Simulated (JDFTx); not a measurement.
BeS: equation of state with PBE

The system is BeS.

```
S Be
1.0
     0.00000    2.42500    2.42500
     2.42500    0.00000    2.42500
     2.42500    2.42500    0.00000
S Be
1 1
Direct
  0.75000 0.75000 0.75000
  0.00000 0.00000 0.00000
```

```json
{"Program": "JDFTx 1.7.0 (patched build)", "Task": "equation of state", "Functional": "PBE", "Potentials or basis": "PseudoDojo-SR-PBE-0.5-standard", "Cutoff": "1197 eV", "Density cutoff": "4789 eV", "k mesh": "9 × 9 × 9", "Occupations": "fermi-dirac, width 0.05 eV", "Spin": "no spin polarisation"}
```

The equilibrium volume is 14.52 Å³/atom, the bulk modulus is 93 GPa and the pressure derivative of the bulk modulus is 3.8.

Energy against volume, from the lowest point:
```
volume (Å³/atom)  energy (meV/atom)
          13.405              28.04
          13.690              14.97
          13.975               6.20
          14.261               1.32
          14.546               0.00
          14.831               1.91
          15.116               6.75
```

 PBE usually gives volumes a little too large and moduli too small.
